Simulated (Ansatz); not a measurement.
# TaN (rocksalt type): the cost of one run

Program: Ansatz 0.2.0. Level of theory: DFT, PBE, all-electron LAPW, scalar-relativistic. These are calculated values, not measurements.

**1. Starting point**

Symmetry: Fm-3m, No. 225, cubic system. Conventional cell: a = 3.769 Å, b = 3.769 Å, c = 3.769 Å, α = 90.00°, β = 90.00°, γ = 90.00°. Ta (site symmetry m-3m) has 6 N at 1.88 Å as nearest neighbours. N (site symmetry m-3m) is surrounded by 6 Ta at 1.88 Å.

Structure file:

```cif
data_structure
_symmetry_space_group_name_H-M 'P 1'
_symmetry_Int_Tables_number 1
_cell_length_a 2.6651
_cell_length_b 2.6651
_cell_length_c 2.6651
_cell_angle_alpha 60.000
_cell_angle_beta 60.000
_cell_angle_gamma 60.000
_cell_volume 13.39
loop_
_atom_site_label
_atom_site_type_symbol
_atom_site_fract_x
_atom_site_fract_y
_atom_site_fract_z
_atom_site_occupancy
Ta1 Ta 0.00000 0.00000 0.00000 1
N1 N 0.50000 0.50000 0.50000 1
```

Atoms are numbered in the order of the input: Ta1, N2.

**2. Rocksalt relaxed under pressure, LAPW**

File input.yaml:

```yaml
crystal:
  lattice:
    - [0.0, 1.8845018303, 1.8845018303]
    - [1.8845018303, 0.0, 1.8845018303]
    - [1.8845018303, 1.8845018303, 0.0]
  atoms:
    - { symbol: Ta, position: [0.0, 0.0, 0.0] }
    - { symbol: "N", position: [0.5, 0.5, 0.5] }
kpoints:
  mp_grid: { grid: [18, 18, 18] }
scf:
  occupations: { method: fermi_dirac, width: 0.1 }
hamiltonian:
  xc: pbe
  pseudopotentials: { kind: all_electron, lapw: { basis_error: 0.0005 } }
output:
  forces: true
  stress: true
  eigenvalues: true
relax:
  f_tol: 0.005
  max_steps: 12
  cell: { p_target: 440.0, stress_tol: 0.22 }
```

Run with:

```bash
> ansatz run input.yaml --threads 1 --pin off --max-ram 3584MiB --backend cpu --events-out ev --progress --plain --runs-dir out
```

What time and memory should one allow on 1 thread of Intel Xeon 6975P-C (Granite Rapids), shared host?

About 83 s, with a peak of 0.91 GiB.
